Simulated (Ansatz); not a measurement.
Al3Cu2: moving Al off its site

Al3Cu2, P-3m1, a = 4.099 Å, c = 4.982 Å. The structure is a Materials Project entry; whether it is the stable form wasn't checked. Ansatz: PBEsol, PAW, 420 eV, Γ-centred 12×12×10 mesh on 5 atoms, Gaussian smearing 0.15 eV; no spin polarisation.

```
Al Cu
1.0
     4.09859    0.00000    0.00000
    -2.04929    3.54948    0.00000
     0.00000    0.00000    4.98210
Al Cu
3 2
Direct
  0.00000 0.00000 0.00000
  0.33333 0.66667 0.35151
  0.66667 0.33333 0.64849
  0.33333 0.66667 0.84229
  0.66667 0.33333 0.15771
```

Atom 2 (Al) moves by x along the unit vector (0.000, 1.000, 0.000), with its periodic images; all else is held. y is the free energy of the cell over the start, F the force along the path summed over the moved atoms.

| x (Å) | y (meV) | F (eV/Å) |
| --- | --- | --- |
| -0.100 | ? | ? |
| -0.080 | 14.54 | 0.35 |
| -0.060 | 8.29 | 0.27 |
| -0.020 | 0.95 | 0.09 |
| 0.000 | 0.00 | 0.00 |
| 0.040 | 3.95 | -0.20 |
| 0.060 | 9.03 | -0.31 |
| 0.080 | 16.29 | -0.42 |
| 0.100 | 25.85 | -0.54 |

Question: Fit y = c2 x² + c3 x³ + c4 x⁴ to the energies of the other rows, give the force constant, and predict energy and force of the missing row.

Answer: Least squares on the rows shown. y = 2399.9 x² + 1710.6 x³ + 1392.3 x⁴. The force constant is 2 c2 = 4.80 eV/Å² (for all images moving together, not for a lone atom). The force −dy/dx at the missing row is 0.43 eV/Å (computed 0.43). At x = -0.100 the fit asked for gives 22.43 meV. The run gave 22.43 meV, the same to the digits shown.